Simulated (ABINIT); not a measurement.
Fe in ABINIT: the effect of potentials

The system is Fe.

```
Fe
1.0
     0.00000    1.94174    1.96511
     1.49844    0.00000    1.96511
     1.49844    1.94174    0.00000
Fe
1
Direct
  0.00000 0.00000 0.00000
```

Alike in all runs:

* Program: ABINIT 10.8.3 (patched build)
* Task: single point
* Functional: PBEsol
* k mesh: 10 × 10 × 10
* Occupations: fermi-dirac, width 0.05 eV
* Spin: collinear spin, ferromagnetic start
* Starting moments: [3.0] μB

```tsv
potentials	cutoff	pressure (GPa)	moment (μB)
PseudoDojo NC SR PBEsol v0.4.1 standard	1225 eV	?	?
PseudoDojo NC SR PBEsol v0.4 stringent	1605 eV	-10.6	2.20
JTH PAW PBE v2.0	707 eV	-10.9	2.17
```

Problem. What does the run with potentials PseudoDojo NC SR PBEsol v0.4.1 standard give?

Solution. Pressure -9.6 GPa; moment 2.23 μB.

Caveats: the PAW data sets were made with another functional, which shifts forces and pressure a little (some runs).
